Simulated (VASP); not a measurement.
# Ti: restarted molecular dynamics, 2 variants

Ti, Fm-3m (no. 225), 12 atoms in the cell. PBE, molecular dynamics; PAW potentials Ti (PBE set).

| Restart from | Temperature at the end (K) | The same without a restart (K) | Potential energy at the end (eV/atom) | The same without a restart (eV/atom) | Electronic steps in the first step after the restart | Time (s) |
|---|---|---|---|---|---|---|
| CONTCAR with velocities, WAVECAR read | 1047.0 | 1047.0 | -7.65199 | -7.65198 | 8 | 782 |
| CONTCAR with velocities, no WAVECAR | 1047.0 | 1047.0 | -7.65198 | -7.65198 | 23 | 794 |

Limits: 180 fs of 12 atoms are too short for converged averages; the cell is only 4.7 Å across, so each atom moves in step with near copies of itself.

## Input of the first row

INCAR.step1:
```
SYSTEM = Ti
GGA      = PE             ! functional
PREC     = Normal         ! precision mode
ENCUT    = 200            ! plane-wave cutoff, eV
EDIFF    = 1E-6           ! SCF threshold, eV
NELMIN   = 4            
NELM     = 60             ! most SCF steps
ALGO     = Fast           ! electronic algorithm
LREAL    = Auto         
LASPH    = .True.         ! aspherical terms in the spheres
ISMEAR   = -1             ! smearing method
SIGMA    = 0.05           ! smearing width, eV
ISYM     = 0            
LWAVE    = .True.         ! write WAVECAR
LCHARG   = .False.        ! write CHGCAR
IBRION   = 0              ! ionic algorithm
NSW      = 30             ! ionic steps
POTIM    = 3.0            ! step
TEBEG    = 1000         
ISIF     = 2              ! what is computed and relaxed
RANDOM_SEED= 372655 0 0   
MDALGO   = 4            
NHC_NCHAINS= 3            
NHC_PERIOD= 30           
KPAR     = 2             
```

INCAR.step2, as INCAR.step1 but for:
```
- LWAVE = .True.
+ LWAVE = .False.
```

KPOINTS:
```
k-points
0
Gamma
  3 3 2
```

POSCAR.step1:
```
Ti
1.0
    0.0000000000      4.0600000000      4.0600000000
    4.0600000000      0.0000000000      4.0600000000
    6.0900000000      6.0900000000      0.0000000000
Ti
12
Direct
    0.0000000000      0.0000000000      0.0000000000
    0.0000000000      0.0000000000      0.3333333333
    0.0000000000      0.0000000000      0.6666666667
    0.0000000000      0.5000000000      0.0000000000
    0.0000000000      0.5000000000      0.3333333333
    0.0000000000      0.5000000000      0.6666666667
    0.5000000000      0.0000000000      0.0000000000
    0.5000000000      0.0000000000      0.3333333333
    0.5000000000      0.0000000000      0.6666666667
    0.5000000000      0.5000000000      0.0000000000
    0.5000000000      0.5000000000      0.3333333333
    0.5000000000      0.5000000000      0.6666666667
```

Commands (each step's output is kept before the next begins):
```
cat potpaw_PBE.64/Ti/POTCAR > POTCAR
cp INCAR.step1 INCAR
cp POSCAR.step1 POSCAR
mpirun -np 2 vasp_std > vasp.out
cp CONTCAR POSCAR
cp INCAR.step2 INCAR
mpirun -np 2 vasp_std > vasp.out
```

Changes of the last row against the first:
```
(step 1)
- LWAVE = True
+ LWAVE = False
```

VASP 6.6.1 took 782 s on 2 cores (Intel Xeon Platinum 8259CL @ 2.50GHz (Skylake/Cascade Lake)), a shared host.
